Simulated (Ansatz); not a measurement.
Here is an Ansatz 0.2.0 calculation.

The input input.yaml:

```yaml
crystal:
  lattice:
    - [-1.8946518192, 1.8946518192, 1.8946518192]
    - [1.8946518192, -1.8946518192, 1.8946518192]
    - [1.8946518192, 1.8946518192, -1.8946518192]
  atoms:
    - { symbol: Sn, position: [0.0, 0.0, 0.0] }
hamiltonian:
  xc: blyp
  pseudopotentials: { kind: paw }
  dispersion: d4
kpoints:
  mp_grid: { grid: [10, 10, 10] }
scf:
  occupations: { method: fermi_dirac, width: 0.05 }
output:
  forces: true
  stress: true
  eigenvalues: true
  write_density: true
  write_potential: true
  elf: true
  volumetric_format: npy
relax:
  f_tol: 0.01
  max_steps: 40
  cell: { stress_tol: 0.05 }
```

Potentials or basis: Ansatz PAW.

Command:

```sh
$ ansatz run input.yaml --threads 2 --pin off --max-ram 5632MiB --backend cpu --events-out ev --progress --plain --runs-dir out
```

Q: Predict the relaxed cell.

A: a = 3.307 Å, b = 3.307 Å, c = 3.307 Å, α = 109.47°, β = 109.47°, γ = 109.47°.

Q: What does it give for the relaxed volume?

A: 27.85 Å³/atom.

Q: Predict the space group after relaxing (to 0.05 Å).

A: Im-3m (No. 229).

The path:
```
step  energy change (eV)  largest force (eV/Å)  volume (Å³)
   1              0.0000                0.0000        27.20
   2             -0.0019                0.0000        27.80
   3             -0.0019                0.0000        27.85
   4             -0.0020                0.0000        27.85
```

Caveat: the plane-wave basis is chosen anew once the cell has moved, so the energies of steps on either side of that aren't comparable; pairwise dispersion overbinds metals, which lowers pressure and volume; the PAW data sets come from PBE, with cores solved anew for the run's functional, which leaves a small shift of forces and pressure.
